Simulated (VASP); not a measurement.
Set up this calculation in VASP 6.6.1, as the native input.

```yaml
Task: single point
Functional: LDA
Potentials_or_basis: VASP PAW LDA potentials, release 64 (Hf_pv, B)
Cutoff: 520 eV
k_mesh: 18 × 18 × 18
Occupations: gaussian, width 0.15 eV
Spin: no spin polarisation
Dipole_correction: no
Further_INCAR_settings: ALGO = Fast; EDIFF = 1e-06; NBANDS = 14
```

The structure of HfB lies in POSCAR:

```
HfB
1.0
    0.0000000000      2.3100000000      2.4255000000
    2.3100000000      0.0000000000      2.4255000000
    2.3100000000      2.3100000000      0.0000000000
Hf B
1 1
Direct
    0.5000000000      0.5000000000      0.5000000000
    0.0000000000      0.0000000000      0.0000000000
```

The cell isn't the ideal one: strain +0.000 along x and y, +0.050 along z, atoms carried along.

One way to write it, as run:

INCAR

```
SYSTEM = HfB
ALGO     = Fast           ! electronic algorithm
EDIFF    = 1E-6           ! SCF threshold, eV
ENCUT    = 520            ! plane-wave cutoff, eV
GGA      = CA             ! functional
ISIF     = 2              ! what is computed and relaxed
ISMEAR   = 0              ! smearing method
LASPH    = .TRUE.         ! aspherical terms in the spheres
LCHARG   = .TRUE.         ! write CHGCAR
LELF     = .TRUE.         ! ELF
LREAL    = .FALSE.        ! projectors in reciprocal space
LVHAR    = .TRUE.       
LWAVE    = .FALSE.        ! write WAVECAR
NBANDS   = 14             ! bands
NELM     = 100            ! most SCF steps
PREC     = Accurate       ! precision mode
SIGMA    = 0.15           ! smearing width, eV
```

KPOINTS

```
k-points
0
G
  18 18 18
  0 0 0
```

Potentials or basis: VASP PAW LDA potentials, release 64 (Hf_pv, B).

Command:

```console
$ cat potpaw_LDA.64/Hf_pv/POTCAR potpaw_LDA.64/B/POTCAR > POTCAR
$ mpirun -np 1 vasp_std > vasp.out
```

Results of the run:

* Pressure: 8.9 GPa
* Band gap on the k mesh: none (metal or under the smearing width)

Wall time 84 s on 1 thread of Intel(R) Xeon(R) 6975P-C (Granite Rapids) (shared host), peak memory 0.28 GiB.
